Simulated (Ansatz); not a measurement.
Molecular dynamics on a 2×2×2 supercell (16 atoms) of LiH (zincblende), relaxed with r2SCAN. Forces come from r2SCAN in Ansatz: constant energy and volume (NVE), velocities drawn at 100 K, steps of 1 fs. Computed, non-magnetic; the trajectory is short and the cell small, so nothing here is a converged average. The structure comes from a prototype and may be hypothetical.

```yaml
crystal:
  lattice:
    - [0.0, 4.2902440197, 4.2902440197]
    - [4.2902440197, 0.0, 4.2902440197]
    - [4.2902440197, 4.2902440197, 0.0]
  atoms:
    - { symbol: Li, position: [0.0, 0.0, 0.0] }
    - { symbol: H, position: [0.125, 0.125, 0.125] }
    - { symbol: Li, position: [0.0, 0.0, 0.5] }
    - { symbol: H, position: [0.125, 0.125, 0.625] }
    - { symbol: Li, position: [0.0, 0.5, 0.0] }
    - { symbol: H, position: [0.125, 0.625, 0.125] }
    - { symbol: Li, position: [0.0, 0.5, 0.5] }
    - { symbol: H, position: [0.125, 0.625, 0.625] }
    - { symbol: Li, position: [0.5, 0.0, 0.0] }
    - { symbol: H, position: [0.625, 0.125, 0.125] }
    - { symbol: Li, position: [0.5, 0.0, 0.5] }
    - { symbol: H, position: [0.625, 0.125, 0.625] }
    - { symbol: Li, position: [0.5, 0.5, 0.0] }
    - { symbol: H, position: [0.625, 0.625, 0.125] }
    - { symbol: Li, position: [0.5, 0.5, 0.5] }
    - { symbol: H, position: [0.625, 0.625, 0.625] }
kpoints:
  mp_grid: { grid: [4, 4, 4] }
hamiltonian:
  xc: r2scan
scf:
  occupations: { method: fermi_dirac, width: 0.02 }
md:
  ensemble: nve
  temperature: 100
  timestep: 1.0
  n_steps: 30
  initial_velocities: maxwell_boltzmann
  seed: 9526
```

Command: `ansatz run input.yaml --threads 4 --pin off --max-ram 3686MiB --backend cpu --events-out ev --progress --plain --runs-dir out`. It took 2.2 min on 4 threads of Arm Neoverse V1, on a shared host; peak host memory 0.61 GiB.

```csv
step,t (fs),T (K),free energy F from step 0 (meV/atom),kinetic energy (meV/atom),largest force (eV/Å)
0,0,100,0.0,12.1,0.00
1,1,98,0.3,11.9,0.07
2,2,92,1.0,11.1,0.15
3,3,83,2.1,10.0,0.22
4,4,71,3.5,8.7,0.28
5,5,60,4.9,7.2,0.33
6,6,48,6.3,5.9,0.37
7,7,39,7.4,4.8,0.40
8,8,33,8.2,4.0,0.41
9,9,30,8.5,3.7,0.40
10,10,31,8.4,3.8,0.37
11,11,35,7.9,4.2,0.36
12,12,41,7.2,4.9,0.35
13,13,47,6.4,5.7,0.35
14,14,54,5.6,6.5,0.33
15,15,59,5.0,7.2,0.32
16,16,63,4.5,7.6,0.31
17,17,64,4.4,7.7,0.32
18,18,62,4.6,7.5,0.35
19,19,58,5.1,7.0,0.38
20,20,52,5.8,6.3,0.41
21,21,45,6.7,5.4,0.43
22,22,38,7.6,4.5,0.45
23,23,31,8.5,3.7,0.47
24,24,25,9.1,3.0,0.48
25,25,21,9.6,2.6,0.49
26,26,20,9.8,2.4,0.48
27,27,20,9.7,2.5,0.48
28,28,23,9.4,2.8,0.46
29,29,28,8.8,3.4,0.44
30,30,33,8.1,4.0,0.42
```

The temperature starts at 100 K, is lowest at step 26 (20 K, 26 fs) and ends at 33 K. The atoms start on their lattice sites with kinetic energy alone, so much of it first passes into potential energy. The conserved energy stays within 0.06 meV an atom. By the last step the atoms have moved 0.09 Å in the root mean square, the drift of the whole cell taken out, 0.13 Å at most.

Positions (Å) and forces (eV/Å) at step 30:
```
Li   0.019  -0.035  -0.011     0.041   0.232   0.009
H    1.155   1.100   1.054    -0.122  -0.040  -0.060
Li   2.179   2.213  -0.033     0.021  -0.034   0.176
H    3.256   3.326   1.123    -0.095  -0.177  -0.053
Li   2.191   0.073   2.197    -0.069  -0.167  -0.245
H    3.193   1.117   3.248     0.113  -0.008   0.087
Li   4.269   2.138   2.130     0.035   0.057   0.075
H    5.391   3.240   3.190     0.024  -0.067  -0.056
Li  -0.003   2.089   2.086    -0.056   0.086   0.058
H    0.999   3.187   3.151     0.129   0.001   0.191
Li   2.106   4.319   2.191     0.134  -0.100   0.068
H    3.236   5.400   3.299     0.011  -0.110  -0.235
Li   2.104   2.148   4.379    -0.134  -0.115  -0.295
H    3.147   3.184   5.321     0.232   0.139   0.178
Li   4.296   4.197   4.209    -0.097   0.237   0.327
H    5.368   5.320   5.444    -0.166   0.064  -0.227
```
